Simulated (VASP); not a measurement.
# Pd (Im-3m) in VASP: notebook

Runs on Pd. Level: PBE. Tasks: single point.

Program: VASP 6.6.1. These are calculated values, not measurements. Logs are shortened: lines on timing, memory, paths and dates and some standing lists are left out, and cuts for length are marked.

## (1) Starting point

The structure is cubic, space group Im-3m (No. 229). Conventional cell: a = 3.145 Å, b = 3.145 Å, c = 3.145 Å, α = 90.00°, β = 90.00°, γ = 90.00°. Around Pd (site symmetry m-3m) lie 8 Pd at 2.72 Å.

This isn't the form of Pd at room conditions, which is fcc.

## (2) Single point, PBE

File INCAR:

```
SYSTEM = Pd
PREC = Accurate ; ENCUT = 650
EDIFF = 1E-6 ; ISMEAR = 0
SIGMA = 0.1 ; LREAL = .FALSE.
LASPH = .TRUE. ; NELM = 100
ALGO = Normal ; ISIF = 2
LWAVE = .FALSE. ; LCHARG = .FALSE.
GGA = PE ; ADDGRID = .FALSE.
```

File KPOINTS:

```
Automatic mesh
0
G
  11 11 11
  0 0 0
```

File POSCAR:

```
Pd
1.0
   -1.5722810000      1.5722810000      1.5722810000
    1.5722810000     -1.5722810000      1.5722810000
    1.5722810000      1.5722810000     -1.5722810000
Pd
1
Direct
    0.0000000000      0.0000000000      0.0000000000
```

Potentials or basis: VASP PAW PBE potentials, release 64 (Pd).

The run is started by

```
> cat potpaw_PBE.64/Pd/POTCAR > POTCAR
> mpirun -np 1 vasp_std > vasp.out
```

OUTCAR:

```text
SYSTEM = Pd
   PREC = Accurate
   ENCUT = 650
   EDIFF = 1E-6
   ISMEAR = 0
   LREAL = .FALSE.
   LASPH = .TRUE.
   NELM = 100
   ISIF = 2
   GGA = PE

 Found     56 irreducible k-points:

 Following reciprocal coordinates:
            Coordinates               Weight
  0.000000  0.000000  0.000000      1.000000
  0.090909  0.000000  0.000000     12.000000
  0.181818  0.000000  0.000000     12.000000
  0.272727  0.000000  0.000000     12.000000
  0.363636  0.000000  0.000000     12.000000
  0.454545  0.000000  0.000000     12.000000
   k-points           NKPTS =     56   k-points in BZ     NKDIM =     56   number of bands    NBANDS=      9
   number of dos      NEDOS =    301   number of ions     NIONS =      1
   total plane-waves  NPLWV =  13824
   dimension x,y,z NGX =    24 NGY =   24 NGZ =   24
   dimension x,y,z NGXF=    48 NGYF=   48 NGZF=   48
   ions per type =               1
   NGX,Y,Z   is equivalent  to a cutoff of  14.65, 14.65, 14.65 a.u.
   NGXF,Y,Z  is equivalent  to a cutoff of  29.30, 29.30, 29.30 a.u.
 SYSTEM =  Pd
   PREC   = accura    normal or accurate (medium, high low for compatibility)
   ISTART =      0    job   : 0-new  1-cont  2-samecut
   ICHARG =      2    charge: 1-file 2-atom 10-const
   ISPIN  =      1    spin polarized calculation?
   LNONCOLLINEAR =      F non collinear calculations
   LSORBIT =      F    spin-orbit coupling
   LASPH  =      T    aspherical Exc in radial PAW
   ENCUT  =  650.0 eV  47.77 Ry    6.91 a.u.   5.66  5.66  5.66*2*pi/ulx,y,z
   NELM   =    100;   NELMIN=  2; NELMDL= -5     # of ELM steps
   EDIFF  = 0.1E-05   stopping-criterion for ELM
   LREAL  =      F    real-space projection
   EDIFFG = 0.1E-04   stopping-criterion for IOM
   NSW    =      0    number of steps for IOM
   IBRION =     -1    ionic relax: 0-MD 1-quasi-New 2-CG
   NFREE  =      0    steps in history (QN), initial steepest desc. (CG)
   ISIF   =      2    stress and relaxation
   ISYM   =      2    0-nonsym 1-usesym 2-fastsym
   POTIM  = 0.5000    time-step for ionic-motion
   TEBEG  =    0.0;   TEEND  =   0.0 temperature during run
   PSTRESS=    0.0 pullay stress
   NELECT =      10.0000    total number of electrons
   NUPDOWN=      -1.0000    fix difference up-down
   EMIN   =  10.00;   EMAX   =-10.00  energy-range for DOS
   EFERMI =   0.00;   METHOD = LEGACY
   ISMEAR =     0;   SIGMA  =   0.10  broadening in eV -4-tet -1-fermi 0-gaus
   EFERMI_NEDOS =   21; number of points for ismear=-14 and -15
   IALGO  =     38    algorithm
   IMIX   =      4    mixing-type and parameters
     AMIX     =   0.40;   BMIX     =  1.00
     AMIX_MAG =   1.60;   BMIX_MAG =  1.00
  volume/ion in A,a.u.               =      15.55       104.92
  Fermi-wavevector in a.u.,A,eV,Ry     =   1.413160  2.670485 27.171123  1.997021
  Thomas-Fermi vector in A             =   2.534834
   LORBIT       =      0    0 simple, 1 ext, 2 COOP (PROOUT), +10 PAW based schemes
   GGA     = PE    functional components
   LHFCALC =     F    Hartree Fock is set to
   AEXX    =    0.0000 exact exchange contribution
   IVDW    =     0    specifies the selected vdW correction
   LEPSILON=     F    determine dielectric tensor
   LRPA    =     F    only Hartree local field effects (RPA)
 non-spin polarized calculation
 Gauss-broadening in eV      SIGMA  =   0.10
  energy-cutoff  :      650.00
  volume of cell :       15.55
 maximum number of plane-waves:       603
   NGX = 11   NGY = 11   NGZ = 11

 number of electron      10.0000002 magnetization

 Free energy of the ion-electron system (eV)
  ---------------------------------------------------
  ext. energy  EPLUGINS =         0.00000000
  ---------------------------------------------------
  free energy    TOTEN  =        -5.16765525 eV

  energy without entropy =       -5.15888079  energy(sigma->0) =       -5.16326802

 E-fermi :   8.9195     XC(G=0): -12.8525

 val. band max:        8.8726023494   @ k =  -0.3636   0.4545   0.2727
 cond. band min:       8.9214626280   @ k =   0.4545   0.0909  -0.0000
 fundamental gap:      0.0488602787
 Fermi energy:         8.9194936912

 k-point     1 :       0.0000    0.0000    0.0000
  band No.  band energies     occupation
      1       2.1890      2.00000
      2       6.1994      2.00000
      3       6.1994      2.00000
      4       6.1994      2.00000
      5       8.0409      2.00000
      6       8.0409      2.00000
      7      28.1910      0.00000
      8      28.1910      0.00000
      9      28.1910      0.00000

 k-point     2 :       0.0909    0.0000    0.0000
  band No.  band energies     occupation
      1       2.4892      2.00000
      2       6.1020      2.00000
      3       6.2033      2.00000
      4       6.4078      2.00000
      5       7.9329      2.00000
      6       8.0485      2.00000
      7      27.9034      0.00000
      8      28.1921      0.00000
      9      28.5362      0.00000

 k-point     3 :       0.1818    0.0000    0.0000
  band No.  band energies     occupation
      1       3.2861      2.00000
      2       5.8499      2.00000
      3       6.2303      2.00000
      4       6.9992      2.00000
      5       7.7630      2.00000
      6       8.0765      2.00000
      7      26.2736      0.00000
      8      27.5910      0.00000
      9      29.4693      0.00000

 k-point     4 :       0.2727    0.0000    0.0000
  band No.  band energies     occupation
      1       4.0599      2.00000
      2       5.5374      2.00000
      3       6.6784      2.00000
      4       7.7597      2.00000
      5       7.8610      2.00000
      6       8.1304      2.00000
      7      23.1144      0.00000
      8      26.1463      0.00000
      9      30.2328      0.00000

 k-point     5 :       0.3636    0.0000    0.0000
  band No.  band energies     occupation
      1       4.1642      2.00000
      2       5.2659      2.00000
      3       7.8099      2.00000
      4       8.1983      2.00000
      5       8.2789      2.00000
      6       8.7725      1.96234
      7      19.6524      0.00000
      8      24.7974      0.00000
      9      27.8513      0.00000

 k-point     6 :       0.4545    0.0000    0.0000
  band No.  band energies     occupation
      1       4.0405      2.00000
      2       5.1109      2.00000
      3       7.9539      2.00000
      4       8.2476      2.00000
      5       9.3909      0.00000
      6      10.0576      0.00000
      7      16.9325      0.00000
      8      24.0413      0.00000
      9      26.4700      0.00000

 [... further k-points ...]

------------------------ aborting loop because EDIFF is reached ----------------------------------------

  FORCE on cell =-STRESS in cart. coord.  units (eV):
  Direction    XX          YY          ZZ          XY          YZ          ZX
  --------------------------------------------------------------------------------------
  -------------------------------------------------------------------------------------
  Total       -0.1083675     -0.1083675     -0.1083675      0.0000000      0.0000000     -0.0000000
  in kB      -11.1675863    -11.1675863    -11.1675863      0.0000000      0.0000000     -0.0000000
  external PRESSURE =     -11.1675863 kB  Pullay stress =       0.0000000 kB

 VOLUME and BASIS-vectors are now :
 -----------------------------------------------------------------------------
  energy-cutoff  :      650.00
  volume of cell :       15.55
      direct lattice vectors                 reciprocal lattice vectors
    -1.572281000  1.572281000  1.572281000     0.000000000  0.318009313  0.318009313
     1.572281000 -1.572281000  1.572281000     0.318009313  0.000000000  0.318009313
     1.572281000  1.572281000 -1.572281000     0.318009313  0.318009313  0.000000000

 POSITION                                       TOTAL-FORCE (eV/Angst)
 -----------------------------------------------------------------------------------
      0.00000      0.00000      0.00000         0.000000      0.000000     -0.000000
 -----------------------------------------------------------------------------------
    total drift:                               -0.000000      0.000000      0.000000

  FREE ENERGIE OF THE ION-ELECTRON SYSTEM (eV)
  ---------------------------------------------------
  free  energy   TOTEN  =        -5.1676552534 eV

  energy  without entropy=       -5.1588807945  energy(sigma->0) =       -5.16326802
```

stdout:

```text
POSCAR found type information on POSCAR Pd
 POSCAR found :  1 types and       1 ions
 scaLAPACK will be used
 LDA part: xc-table for (Slater+PW92), standard interpolation
 POSCAR, INCAR and KPOINTS ok, starting setup
 FFT: planning ... GRIDC
 FFT: planning ... GRID_SOFT
 FFT: planning ... GRID
 WAVECAR not read
 entering main loop
```

Run time: 13 s. Hardware: 1 thread of Intel Xeon Platinum 8375C at 2.90GHz (Ice Lake), shared host; peak memory 0.14 GiB.

The run converged, but some of its settings lie outside the range that counts as converged, so its numbers aren't taken as properties of the crystal.

What came out:

- Free energy: -5.1677 eV
- Pressure: -1.1 GPa
- Band gap on the k mesh: none (metal or under the smearing width)

## (3) Single point, PBE

INCAR is that of step 2.

KPOINTS is that of step 2.

File POSCAR:

```
Pd
1.0
   -1.5345420000      1.5703810000      1.5719130000
    1.5565800000     -1.5514420000      1.5750130000
    1.5718420000      1.5887420000     -1.5529740000
Pd
1
Direct
    0.0275280000      0.0634310000      0.0341390000
```

Potentials or basis: VASP PAW PBE potentials, release 64 (Pd).

The run is started by

```
> cat potpaw_PBE.64/Pd/POTCAR > POTCAR
> mpirun -np 1 vasp_std > vasp.out
```

OUTCAR:

```text
SYSTEM = Pd
   PREC = Accurate
   ENCUT = 650
   EDIFF = 1E-6
   ISMEAR = 0
   LREAL = .FALSE.
   LASPH = .TRUE.
   NELM = 100
   ISIF = 2
   GGA = PE

 Found    666 irreducible k-points:

 Following reciprocal coordinates:
            Coordinates               Weight
  0.000000  0.000000  0.000000      1.000000
  0.090909  0.000000  0.000000      2.000000
  0.181818  0.000000 -0.000000      2.000000
  0.272727  0.000000  0.000000      2.000000
  0.363636  0.000000  0.000000      2.000000
  0.454545  0.000000  0.000000      2.000000
   k-points           NKPTS =    666   k-points in BZ     NKDIM =    666   number of bands    NBANDS=      9
   number of dos      NEDOS =    301   number of ions     NIONS =      1
   total plane-waves  NPLWV =  13824
   dimension x,y,z NGX =    24 NGY =   24 NGZ =   24
   dimension x,y,z NGXF=    48 NGYF=   48 NGZF=   48
   ions per type =               1
   NGX,Y,Z   is equivalent  to a cutoff of  14.78, 14.76, 14.66 a.u.
   NGXF,Y,Z  is equivalent  to a cutoff of  29.55, 29.51, 29.32 a.u.
 SYSTEM =  Pd
   PREC   = accura    normal or accurate (medium, high low for compatibility)
   ISTART =      0    job   : 0-new  1-cont  2-samecut
   ICHARG =      2    charge: 1-file 2-atom 10-const
   ISPIN  =      1    spin polarized calculation?
   LNONCOLLINEAR =      F non collinear calculations
   LSORBIT =      F    spin-orbit coupling
   LASPH  =      T    aspherical Exc in radial PAW
[... 62 lines left out ...]
      3       6.1438      2.00000
      4       6.3975      2.00000
      5       8.0174      2.00000
      6       8.0797      2.00000
      7      27.9467      0.00000
      8      28.0914      0.00000
      9      28.5263      0.00000
[... 49 lines left out ...]
 k-point     6 :       0.4545    0.0000    0.0000
  band No.  band energies     occupation
      1       4.0396      2.00000
      2       5.1131      2.00000
      3       7.9394      2.00000
      4       8.2682      2.00000
      5       9.3558      0.00000
      6       9.9517      0.00000
      7      16.7432      0.00000
      8      24.1815      0.00000
      9      26.7019      0.00000

 [... further k-points ...]

------------------------ aborting loop because EDIFF is reached ----------------------------------------

  FORCE on cell =-STRESS in cart. coord.  units (eV):
  Direction    XX          YY          ZZ          XY          YZ          ZX
  --------------------------------------------------------------------------------------
  -------------------------------------------------------------------------------------
  Total       -0.1072165     -0.0958157     -0.0977055     -0.1837313     -0.0787021     -0.0966791
  in kB      -11.0489689     -9.8740830    -10.0688321    -18.9340337     -8.1104777     -9.9630611
  external PRESSURE =     -10.3306280 kB  Pullay stress =       0.0000000 kB

 VOLUME and BASIS-vectors are now :
 -----------------------------------------------------------------------------
  energy-cutoff  :      650.00
  volume of cell :       15.55
      direct lattice vectors                 reciprocal lattice vectors
    -1.534542000  1.570381000  1.571913000    -0.005977961  0.314720194  0.315918219
     1.556580000 -1.551442000  1.575013000     0.317494029 -0.005640589  0.315580949
     1.571842000  1.588742000 -1.552974000     0.315948875  0.312837667 -0.004095334

 POSITION                                       TOTAL-FORCE (eV/Angst)
 -----------------------------------------------------------------------------------
      0.11015     -0.00094      0.09016         0.000000     -0.000000     -0.000000
 -----------------------------------------------------------------------------------
    total drift:                                0.000000     -0.000002      0.000005

  FREE ENERGIE OF THE ION-ELECTRON SYSTEM (eV)
  ---------------------------------------------------
  free  energy   TOTEN  =        -5.1642825068 eV

  energy  without entropy=       -5.1559020330  energy(sigma->0) =       -5.16009227
```

It took 89 s on 1 thread of Intel Xeon Platinum 8375C at 2.90GHz (Ice Lake), shared host; peak memory 0.26 GiB.

These settings aren't checked as converged: the numbers below hold their error.

Results:

* Free energy: -5.1643 eV
* Pressure: -1.0 GPa
* Band gap on the k mesh: none (metal or under the smearing width)

(Continued in part 2 of 2.)
